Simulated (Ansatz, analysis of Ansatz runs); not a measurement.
# A defect in a sheet: V_S in monolayer PtS2

We look for the structure, spin, formation energy and gap states of neutral V_S in monolayer PtS2. Model: a cell of 48 host atoms with 1 S taken out.

Method: plane-wave PAW DFT, LDA; supercells relaxed in a periodic cell with vacuum, the primitive cell and the final single points with the Coulomb interaction cut along the normal, in Ansatz 0.2.0.

### Step 1. The structure

The cell holds 47 atoms: 16 Pt and 31 S. Cell: a = 14.054 Å, b = 14.054 Å, c = 32.000 Å, α = 90.0°, β = 90.0°, γ = 120.0°. It derives from PtS2 (PtS2 monolayer (from P-3m1)), repeated 4×4×1. Vacuum lies along c. Nearest the centre at fractional (0.500, 0.500, 0.538): Pt16 at 2.36 Å, Pt30 at 2.36 Å, Pt27 at 2.36 Å, S32 at 3.16 Å, S20 at 3.16 Å, S18 at 3.16 Å, S8 at 3.51 Å, S5 at 3.51 Å.

As a file:

```xyz
47
Lattice="14.0540 0.0000 0.0000 -7.0270 12.1711 0.0000 0.0000 0.0000 32.0000" Properties=species:S:1:pos:R:3
Pt    0.0000    2.0285   16.0000
S     3.5135    0.0000   17.2121
S     1.7567    1.0143   14.7879
Pt   -1.7567    5.0713   16.0000
S     1.7567    3.0428   17.2121
S     0.0000    4.0570   14.7879
Pt   -3.5135    8.1141   16.0000
S     0.0000    6.0856   17.2121
S    -1.7567    7.0998   14.7879
Pt   -5.2702   11.1568   16.0000
S    -1.7567    9.1283   17.2121
S    -3.5135   10.1426   14.7879
Pt    3.5135    2.0285   16.0000
S     7.0270    0.0000   17.2121
S     5.2702    1.0143   14.7879
Pt    1.7567    5.0713   16.0000
S     5.2702    3.0428   17.2121
S     3.5135    4.0570   14.7879
Pt    0.0000    8.1141   16.0000
S     1.7567    7.0998   14.7879
Pt   -1.7567   11.1568   16.0000
S     1.7567    9.1283   17.2121
S     0.0000   10.1426   14.7879
Pt    7.0270    2.0285   16.0000
S    10.5405    0.0000   17.2121
S     8.7837    1.0143   14.7879
Pt    5.2702    5.0713   16.0000
S     8.7837    3.0428   17.2121
S     7.0270    4.0570   14.7879
Pt    3.5135    8.1141   16.0000
S     7.0270    6.0856   17.2121
S     5.2702    7.0998   14.7879
Pt    1.7567   11.1568   16.0000
S     5.2702    9.1283   17.2121
S     3.5135   10.1426   14.7879
Pt   10.5405    2.0285   16.0000
S    14.0540    0.0000   17.2121
S    12.2972    1.0143   14.7879
Pt    8.7837    5.0713   16.0000
S    12.2972    3.0428   17.2121
S    10.5405    4.0570   14.7879
Pt    7.0270    8.1141   16.0000
S    10.5405    6.0856   17.2121
S     8.7837    7.0998   14.7879
Pt    5.2702   11.1568   16.0000
S     8.7837    9.1283   17.2121
S     7.0270   10.1426   14.7879
```

The cell's shortest repeat is 14.1 Å.

### Step 2. The perfect sheet

One layer is cut from the bulk crystal and relaxed, atoms and in-plane cell, with the Coulomb interaction cut along the normal so that the layer doesn't feel its images.

Input file cell/input.yaml:

```yaml
crystal:
  lattice:
    - [3.5432, 0.0, 0.0]
    - [-1.7716, 3.068501, 0.0]
    - [0.0, 0.0, 26.287615]
  atoms:
    - { symbol: Pt, position: [0.3333333, 0.6666667, 0.5] }
    - { symbol: S, position: [1.0, 0.0, 0.5435113] }
    - { symbol: S, position: [0.6666667, 0.3333333, 0.4564887] }
  periodic: [true, true, false]
basis:
  ecutwfc: 420
  xc_grid: 2
hamiltonian:
  xc: lda
  pseudopotentials: { kind: paw, azcp: { folder: soft_1 }, xc_functional: pbe }
kpoints:
  mp_grid: { grid: [11, 11, 1] }
scf:
  occupations: { method: fermi_dirac, width: 0.02 }
  max_iter: 80
relax:
  f_tol: 0.005
  max_steps: 60
  cell: {}
output:
  forces: true
checkpoint:
  write: "../cell.run"
  compress: false
  write_wavefunctions: false
  write_every: 100000
```

The run is started by

```bash
> ansatz run input.yaml --threads 32 --pin off --max-ram 84787MiB --backend cuda --events-out ev --progress --plain --runs-dir out --max-vram 78GiB
```

Numbers of over 12 decimals in the logs are rounded to 6 here.

Output:

```text
Warning: crystal.periodic: the lattice vector that does not repeat stood 0.000° off the slab's normal, 26.288 Å along it as the deck builds it. The run solves the slab on a vector along the normal, 28 [...]
crystal.periodic: the lattice vector that does not repeat stood 0.000° off the slab's normal, 26.288 Å along it as the deck builds it. The run solves the slab on a vector along the normal, 28.375 Å lo [...]
Engine: ansatz 0.2.0, aarch64-unknown-linux-gnu
[...]
Pseudopotential: Pt, paw, valence charge 18, recommended cutoff 420 eV (normal), soft_1/Pt.paw.azcp
Pseudopotential: S, paw, valence charge 6, recommended cutoff 420 eV (normal), soft_1/S.paw.azcp
Functional definition: SPW92
[...]
Crystal: 3 atoms, lattice volume = 308.504 Å³
Basis set: ecut = 420 eV, 5945 PW (Γ), exchange–correlation on 48×48×384 points (8 copies of the dense FFT grid, shifted against one another)
Bands: 19, of which v1, the nominal top of the filled ones, is band 15 counted from 1 (14 counted from 0)
[...]
Space group: P-3m1 (ITA 164), of the structure as read, at distance tolerance 6.8e-5 Å
k-points: 16 of 121
[...]
basis re-selected at this cell: Δ(F+E_penalty+E_count) = +3.085e-4 eV, ΔP = -0.002 N/m vs the last step (what re-selecting the basis moved, of the pressure what is left beyond the Pulay correction tha [...]
SCF converged after 7 iterations
Free energy (F): -13986.452371 eV
[...]
Fermi energy:    -5.606168 eV
--- Per-component energies (eV) ---
[...]
--- Forces (eV/Å), atoms counted from 1 ---
[...]
--- 2D stress c σ (N/m, compression-positive) ---
[...]
P = ½ c Tr σ = -0.0125 N/m
--- Band table (eV; the first three rows and the last of 16) ---
[...]
--- Relaxed structure (4 steps of the walk, 4 accepted, 1 SCFs on fresh bases) ---
[...]
```

The job ended after 3.8 s (1 × NVIDIA GB200 with 32 threads of Arm Neoverse V2, shared host; peak memory 1.1 GiB; 11 s of CPU time).

The in-plane vectors went from 3.543 and 3.543 Å, as in the bulk, to 3.513 and 3.513 Å; the layer is 2.42 Å thick between its outer atoms.

### Step 3. Does the sheet stay flat and symmetric?

The defect-free supercell is relaxed from atoms displaced by 0.08 Å at random. A buckling or a charge-density wave of the sheet itself would otherwise be counted to the defect.

Input file pristine.relax/input.yaml:

```yaml
crystal:
  lattice:
    - [14.0539776155, 0.0, 0.0]
    - [-7.0269888078, 12.1711016393, 0.0]
    - [0.0, 0.0, 14.0]
  atoms:
    - { symbol: Pt, position: [0.0833333333, 0.1666666667, 0.5] }
    - { symbol: S, position: [0.25, 0.0, 0.5865781773] }
    - { symbol: S, position: [0.1666666667, 0.0833333333, 0.4134218227] }
    - { symbol: Pt, position: [0.0833333333, 0.4166666667, 0.5] }
[... 38 atom lines left out ...]
    - { symbol: Pt, position: [0.8333333333, 0.6666666667, 0.5] }
    - { symbol: S, position: [1.0, 0.5, 0.5865781773] }
    - { symbol: S, position: [0.9166666667, 0.5833333333, 0.4134218227] }
    - { symbol: Pt, position: [0.8333333333, 0.9166666667, 0.5] }
    - { symbol: S, position: [1.0, 0.75, 0.5865781773] }
    - { symbol: S, position: [0.9166666667, 0.8333333333, 0.4134218227] }
basis:
  ecutwfc: 420
  xc_grid: 2
hamiltonian:
  xc: lda
  pseudopotentials: { kind: paw, azcp: { folder: soft_1 }, xc_functional: pbe }
kpoints:
  mp_grid: { grid: [2, 2, 1] }
scf:
  occupations: { method: fermi_dirac, width: 0.01 }
  max_iter: 80
output:
  forces: true
relax:
  f_tol: 0.015
  max_steps: 100
  random_displacement: { amplitude: 0.08, seed: 5938 }
```

Output:

```text
[...]
Crystal: 48 atoms, lattice volume = 2394.733 Å³
Basis set: ecut = 420 eV, 46817 PW (Γ), exchange–correlation on 192×192×192 points (8 copies of the dense FFT grid, shifted against one another)
Bands: 288, of which v1, the nominal top of the filled ones, is band 240 counted from 1 (239 counted from 0)
[...]
k-points: 4
[...]
SCF iter   2: F=—  HF=-223782.593559 eV  |F-HF|=—  |Δ(HF+E_count)|=   3.60e-1  Δρ=7.94e-3  dr2=3.85e-1  ethr=3.74e-4  ⟨swp⟩=2.2  Hψ=1537  notcnv=0  defer=156
[...]
SCF iter   7: F=-223782.524049 eV  HF=-223782.524053 eV  |F-HF|=4.30e-6  |Δ(HF+E_count)|=   1.03e-6  Δρ=3.30e-5  dr2=3.04e-5  ethr=2.08e-8  ⟨swp⟩=3.0  Hψ=4390  notcnv=0
SCF 2 converged in 7 iterations: F = -223782.524049 eV  dr2 = 3.04e-5
[...]
SCF 5 converged in 7 iterations: F = -223783.241453 eV  dr2 = 4.14e-8
relax step   5: F+E_penalty+E_count = -223783.24145330 eV  Δ(F+E_penalty+E_count) = -8.205e-4 eV  max|allowed force component| = 1.197e-3 eV/Å  Δτ_max = 0.0105 Å  (7 SCF iters, accepted)
SCF converged after 7 iterations
[...]
--- Relaxed structure (5 steps of the walk, 5 accepted, 0 SCFs on fresh bases) ---
[...]
```

Wall time 6.2 s (1 × NVIDIA GB200 with 32 threads); peak memory 1.3 GiB.

At a 2×2×1 Γ-centred mesh the symmetric supercell lies within 1 meV an atom of the primitive cell's dense mesh.

It returns to the energy of the symmetric cell, so the symmetric sheet is kept as the host.

### Step 4. Band edges against the vacuum level

With the interaction cut along the normal, the potential far from the sheet is the zero of energy, so band edges and defect states of different cells share one scale, as long as a cell has no dipole along the normal.

Input file host/input.yaml:

```yaml
crystal:
  lattice:
    - [3.5134944039, 0.0, 0.0]
    - [-1.7567472019, 3.0427754098, 0.0]
    - [0.0, 0.0, 32.0]
  atoms:
    - { symbol: Pt, position: [0.3333333333, 0.6666666667, 0.5] }
    - { symbol: S, position: [1.0, 0.0, 0.5378779526] }
    - { symbol: S, position: [0.6666666667, 0.3333333333, 0.4621220474] }
  periodic: [true, true, false]
basis:
  ecutwfc: 420
  xc_grid: 2
hamiltonian:
  xc: lda
  pseudopotentials: { kind: paw, azcp: { folder: soft_1 }, xc_functional: pbe }
kpoints:
  mp_grid: { grid: [8, 8, 1] }
  band_path: { path: [VBM, CBM], npoints: 1 }
scf:
  occupations: { method: fixed }
  max_iter: 80
output:
  forces: true
  eigenvalues: true
  write_potential: true
  volumetric_format: npy
```

Output:

```text
[...]
Crystal: 3 atoms, lattice volume = 342.105 Å³
Basis set: ecut = 420 eV, 6665 PW (Γ), exchange–correlation on 48×48×432 points (8 copies of the dense FFT grid, shifted against one another)
Bands: 19, of which v1, the nominal top of the filled ones, is band 15 counted from 1 (14 counted from 0)
[...]
k-points: 10 of 64
[...]
SCF iter   1: F=—  HF=-13987.820376 eV  |F-HF|=—  |Δ(HF+E_count)|=         —  Δρ=4.02e-2  dr2=6.47e0  ethr=3.10e-3  ⟨swp⟩=6.9  Hψ=1483  notcnv=0  defer=19
[...]
SCF iter   2: F=—  HF=-13987.271456 eV  |F-HF|=—  |Δ(HF+E_count)|=   5.49e-1  Δρ=2.53e-2  dr2=3.99e0  ethr=3.10e-3  ⟨swp⟩=5.4  Hψ=680  notcnv=0  defer=20
[...]
SCF iter   8: F=—  HF=-13986.452564 eV  |F-HF|=—  |Δ(HF+E_count)|=   2.67e-4  Δρ=4.10e-6  dr2=4.07e-8  ethr=3.33e-10  ⟨swp⟩=31.4  Hψ=3426  notcnv=0
SCF iter   9: F=-13986.452564 eV  HF=-13986.452564 eV  |F-HF|=4.27e-8  |Δ(HF+E_count)|=  9.48e-10  Δρ=3.05e-6  dr2=4.68e-8  ethr=1.36e-10  ⟨swp⟩=12.3  Hψ=1822  notcnv=0
SCF 1 converged in 9 iterations: F = -13986.452564 eV  dr2 = 4.68e-8
[...]
SCF converged after 9 iterations
Free energy (F): -13986.452564 eV
[...]
Fermi energy:    -6.554281 eV
[...]
--- Forces (eV/Å), atoms counted from 1 ---
[...]
--- Band table (eV; the first three rows and the last of 10) ---
[...]
```

It took 3.5 s on 1 × NVIDIA GB200 with 32 threads; peak memory 1.4 GiB.

The column dr2 measures how far the density is from self-consistency, as an energy; F and HF (Harris–Foulkes) agree once it is small.

The band edges were searched for over the zone, on the density of this mesh. The valence top lies 6.52 eV and the conduction bottom 4.77 eV below the vacuum level: a gap of 1.75 eV.

### Step 5. Relaxing the neutral defect

Atoms start from random displacements, so no symmetry is imposed. The relaxation runs in a plain periodic cell, 16 Å high against 32 Å with the cut-off, with 14 Å between the perfect sheet and its image; that is cheaper, but a defect with a dipole feels the field of its images there. Several total moments are run in turn (0 without spin polarisation, the others held), because an open shell can settle in more than one spin state.

Input file q0.relax/input.yaml:

```yaml
crystal:
  lattice:
    - [14.05397762, 0.0, 0.0]
    - [-7.02698881, 12.17110164, 0.0]
    - [0.0, 0.0, 16.0]
  atoms:
    - { symbol: Pt, position: [0.08333333, 0.16666667, 0.5] }
    - { symbol: S, position: [0.25, 0.0, 0.57575591] }
    - { symbol: S, position: [0.16666667, 0.08333333, 0.42424409] }
    - { symbol: Pt, position: [0.08333333, 0.41666667, 0.5] }
    - { symbol: S, position: [0.25, 0.25, 0.57575591] }
    - { symbol: S, position: [0.16666667, 0.33333333, 0.42424409] }
    - { symbol: Pt, position: [0.08333333, 0.66666667, 0.5] }
    - { symbol: S, position: [0.25, 0.5, 0.57575591] }
    - { symbol: S, position: [0.16666667, 0.58333333, 0.42424409] }
    - { symbol: Pt, position: [0.08333333, 0.91666667, 0.5] }
    - { symbol: S, position: [0.25, 0.75, 0.57575591] }
    - { symbol: S, position: [0.16666667, 0.83333333, 0.42424409] }
    - { symbol: Pt, position: [0.33333333, 0.16666667, 0.5] }
    - { symbol: S, position: [0.5, 0.0, 0.57575591] }
    - { symbol: S, position: [0.41666667, 0.08333333, 0.42424409] }
    - { symbol: Pt, position: [0.33333333, 0.41666667, 0.5] }
    - { symbol: S, position: [0.5, 0.25, 0.57575591] }
    - { symbol: S, position: [0.41666667, 0.33333333, 0.42424409] }
    - { symbol: Pt, position: [0.33333333, 0.66666667, 0.5] }
    - { symbol: S, position: [0.41666667, 0.58333333, 0.42424409] }
    - { symbol: Pt, position: [0.33333333, 0.91666667, 0.5] }
    - { symbol: S, position: [0.5, 0.75, 0.57575591] }
    - { symbol: S, position: [0.41666667, 0.83333333, 0.42424409] }
    - { symbol: Pt, position: [0.58333333, 0.16666667, 0.5] }
    - { symbol: S, position: [0.75, 0.0, 0.57575591] }
    - { symbol: S, position: [0.66666667, 0.08333333, 0.42424409] }
    - { symbol: Pt, position: [0.58333333, 0.41666667, 0.5] }
    - { symbol: S, position: [0.75, 0.25, 0.57575591] }
    - { symbol: S, position: [0.66666667, 0.33333333, 0.42424409] }
    - { symbol: Pt, position: [0.58333333, 0.66666667, 0.5] }
    - { symbol: S, position: [0.75, 0.5, 0.57575591] }
    - { symbol: S, position: [0.66666667, 0.58333333, 0.42424409] }
    - { symbol: Pt, position: [0.58333333, 0.91666667, 0.5] }
    - { symbol: S, position: [0.75, 0.75, 0.57575591] }
    - { symbol: S, position: [0.66666667, 0.83333333, 0.42424409] }
    - { symbol: Pt, position: [0.83333333, 0.16666667, 0.5] }
    - { symbol: S, position: [1.0, 0.0, 0.57575591] }
    - { symbol: S, position: [0.91666667, 0.08333333, 0.42424409] }
    - { symbol: Pt, position: [0.83333333, 0.41666667, 0.5] }
    - { symbol: S, position: [1.0, 0.25, 0.57575591] }
    - { symbol: S, position: [0.91666667, 0.33333333, 0.42424409] }
    - { symbol: Pt, position: [0.83333333, 0.66666667, 0.5] }
    - { symbol: S, position: [1.0, 0.5, 0.57575591] }
    - { symbol: S, position: [0.91666667, 0.58333333, 0.42424409] }
    - { symbol: Pt, position: [0.83333333, 0.91666667, 0.5] }
    - { symbol: S, position: [1.0, 0.75, 0.57575591] }
    - { symbol: S, position: [0.91666667, 0.83333333, 0.42424409] }
basis:
  ecutwfc: 420
  xc_grid: 2
hamiltonian:
  xc: lda
  pseudopotentials: { kind: paw, azcp: { folder: soft_1 }, xc_functional: pbe }
kpoints:
  mp_grid: { grid: [2, 2, 1] }
scf:
  occupations: { method: fixed }
  max_iter: 80
output:
  forces: true
relax:
  f_tol: 0.02
  max_steps: 80
  random_displacement: { amplitude: 0.05, seed: 5888 }
```

Output:

```text
[... repeated set-up lines and file paths are left out, and long positions are rounded to six places ...]
[...]
Crystal: 47 atoms, lattice volume = 2736.838 Å³
Basis set: ecut = 420 eV, 53567 PW (Γ), exchange–correlation on 192×192×216 points (8 copies of the dense FFT grid, shifted against one another)
Bands: 285, of which v1, the nominal top of the filled ones, is band 237 counted from 1 (236 counted from 0)
Symmetry: 1 space group operations
k-points: 4
[...]
SCF iter   1: F=—  HF=-222931.929268 eV  |F-HF|=—  |Δ(HF+E_count)|=         —  Δρ=5.60e-2  dr2=1.01e2  ethr=3.10e-3  ⟨swp⟩=6.0  Hψ=4363  notcnv=0  defer=158
[...]
SCF iter   2: F=—  HF=-222916.245392 eV  |F-HF|=—  |Δ(HF+E_count)|=    1.57e1  Δρ=2.56e-2  dr2=2.82e1  ethr=3.10e-3  ⟨swp⟩=4.2  Hψ=2787  notcnv=0  defer=183
[...]
SCF iter  12: F=-222910.617682 eV  HF=-222910.617682 eV  |F-HF|=6.40e-7  |Δ(HF+E_count)|=   3.02e-6  Δρ=5.84e-6  dr2=1.17e-6  ethr=2.11e-9  ⟨swp⟩=4.0  Hψ=3485  notcnv=0
SCF 1 converged in 12 iterations: F = -222910.617682 eV  dr2 = 1.17e-6
[...]
relax step   1: F+E_penalty+E_count = -222910.61768232 eV  Δ(F+E_penalty+E_count) = +0.000e0 eV  max|allowed force component| = 1.705e0 eV/Å  Δτ_max = 0.0000 Å  (12 SCF iters, dr2 threshold 1.00e-5 eV, accepted)
[...]
relax step   2: F+E_penalty+E_count = -222911.34489806 eV  Δ(F+E_penalty+E_count) = -7.272e-1 eV  max|allowed force component| = 9.523e-1 eV/Å  Δτ_max = 0.1348 Å  (7 SCF iters, dr2 threshold 1.00e-4 eV, accepted)
relax step   3: F+E_penalty+E_count = -222911.68276939 eV  Δ(F+E_penalty+E_count) = -3.379e-1 eV  max|allowed force component| = 4.893e-2 eV/Å  Δτ_max = 0.0755 Å  (7 SCF iters, dr2 threshold 5.67e-5 eV, accepted)
[...]
relax step   4: F+E_penalty+E_count = -222911.68543926 eV  Δ(F+E_penalty+E_count) = -2.670e-3 eV  max|allowed force component| = 9.682e-3 eV/Å  Δτ_max = 0.0136 Å  (9 SCF iters, accepted)
SCF converged after 9 iterations
[...]
[... 13 atoms left out ...]
  max |Σ_I F_I| component: 3.63e-6 eV/Å
--- Relaxed structure (4 steps of the walk, 4 accepted, 0 SCFs on fresh bases) ---
  F+E_penalty+E_count = -222911.68543926 eV   max|allowed force component| = 9.682e-3 eV/Å
  atoms:
    - { symbol: Pt, position: [0.085170, 0.167733, 0.501735] }
    - { symbol: S, position: [0.250383, 0.000162, 0.575270] }
    [... 2 atoms left out ...]
    - { symbol: S, position: [0.255190, 0.253826, 0.575313] }
    [... 2 atoms left out ...]
    - { symbol: S, position: [0.255222, 0.500281, 0.575279] }
    [... 7 atoms left out ...]
    - { symbol: Pt, position: [0.339530, 0.419202, 0.496747] }
    [... 1 atom left out ...]
    - { symbol: S, position: [0.417335, 0.334083, 0.422214] }
    [... 1 atom left out ...]
    - { symbol: S, position: [0.417315, 0.582082, 0.422170] }
    [... 1 atom left out ...]
    - { symbol: S, position: [0.499216, 0.744310, 0.575192] }
    [... 4 atoms left out ...]
    - { symbol: Pt, position: [0.580251, 0.419166, 0.496733] }
    [... 2 atoms left out ...]
    - { symbol: Pt, position: [0.580251, 0.659963, 0.496692] }
    - { symbol: S, position: [0.745611, 0.500226, 0.575316] }
    - { symbol: S, position: [0.665353, 0.582107, 0.422223] }
    [... 15 atoms left out ...]
```

The job ended after 5.8 s (1 × NVIDIA GB200 with 32 threads; peak memory 1.5 GiB; 19 s of CPU time).

In the next tables energies count from the displaced start, and moves from the positions in the input.

The steps of the relaxation:

```
step  energy less that of the first step (eV)  largest force component (eV/Å)
   1                                   0.0000                          1.7053
   2                                  -0.7272                          0.9523
   3                                  -1.0651                          0.0489
   4                                  -1.0678                          0.0097
```

The atoms that moved most (Å, from the sites as typed, ahead of the random displacement, the mean shift of all atoms taken out):

```
atom      dx      dy      dz  length
Pt30   0.000  -0.075  -0.059   0.095
Pt16   0.065   0.038  -0.058   0.095
Pt27  -0.065   0.037  -0.058   0.095
  S8   0.067   0.010  -0.013   0.069
  S5   0.042   0.053  -0.013   0.069
 S31  -0.067   0.010  -0.013   0.069
 S22   0.025  -0.062  -0.015   0.069
 S34  -0.026  -0.062  -0.013   0.069
```

Neighbours of the ideal centre at the end:

```
atom  distance (Å)
Pt30         2.322
Pt16         2.326
Pt27         2.333
 S20         3.172
 S32         3.176
 S18         3.180
 S22         3.439
  S8         3.442
 S34         3.443
  S5         3.450
 S31         3.450
 S17         3.455
```

All neutral relaxations:

```
moment (μB)  filling    outcome  structures computed  largest displacement from the input (Å)  added thickness (Å)   time
          0    fixed  converged                    4                                     0.10                 0.08  5.8 s
          2  smeared  converged                    5                                     0.07                 0.04   22 s
```

With the common shift of the atoms taken out, the largest displacement is 0.10 Å, and the sheet with its defect is 0.08 Å thicker than the perfect one.

(Continued in part 2 of 2.)

[Logs are printed without paths, hosts, clocks, repeated set-up lines and the standing remarks that a program may print on its own settings, such as how far it seeks lower states.]

[Hosts, paths, dates, database ids (printed as entryN), source tags and the programs' standing remarks are cut or masked in the printed files.]

[Maps of the electrostatic potential energy from Ansatz leave out the sawtooth potential of an applied field or a dipole correction, so their vacuum need not be flat.]
